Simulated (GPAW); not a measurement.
Runs of GPAW 26.7.0 on ZrSi2. It takes space group Cmcm (No. 63, orthorhombic). The conventional cell has a = 3.706 Å, b = 14.735 Å, c = 3.672 Å, α = 90.00°, β = 90.00°, γ = 90.00°. Around Zr (site symmetry m2m) lie 10 Si at 2.72 to 2.97 Å. Around Si (site symmetry m2m) lie 4 Si at 2.61 Å and 4 Zr at 2.81 to 2.83 Å. Si (site symmetry m2m) is surrounded by 2 Si at 2.40 Å and 4 Zr at 2.72 Å. 

```csv
task,level,potentials or basis,k mesh,cutoff (eV),maxiter,band path,band points,convergence,gap on the mesh (eV),pressure (GPa),largest force (eV/Å)
band structure,PBEsol,"PAW data sets generated in the run's folder for this functional, pw",5 × 5 × 5,600,150,"GXSRAZGYX1A1TY,ZT",100,-,-,-2.6,0.17
single point,PBEsol,"PAW data sets generated in the run's folder for this functional, pw",7 × 7 × 7,600,150,-,-,-,none,-2.8,0.22
single point,PBE,"GPAW PAW data sets (gpaw-data 1.2.1), pw",6 × 6 × 6,450,120,-,-,default,none,0.5,0.22
band structure,PBE,"GPAW PAW data sets (gpaw-data 1.2.1), pw",5 × 5 × 5,600,150,"GXSRAZGYX1A1TY,ZT",100,-,-,(a),0.15
single point,LDA,"the program's PAW data sets (release 1.2.1) made for this functional, pw",6 × 6 × 6,450,120,-,-,default,none,(b),0.17
```

Alike in all rows: no spin polarisation; cell as given; smearing fermi-dirac 0.05 eV.

**Question.** Estimate the missing entries.

**Answer.** (a) 1.0; (b) -5.6.

Caveats: the cutoff is short for stress and forces, so pressures can be off by a GPa or more (some runs).

A k mesh can miss the band edges, and the runs leave out spin-orbit coupling on Zr.

A gap of «none» marks a metal or a gap under the smearing width.

Not every run made on this cell is shown here.
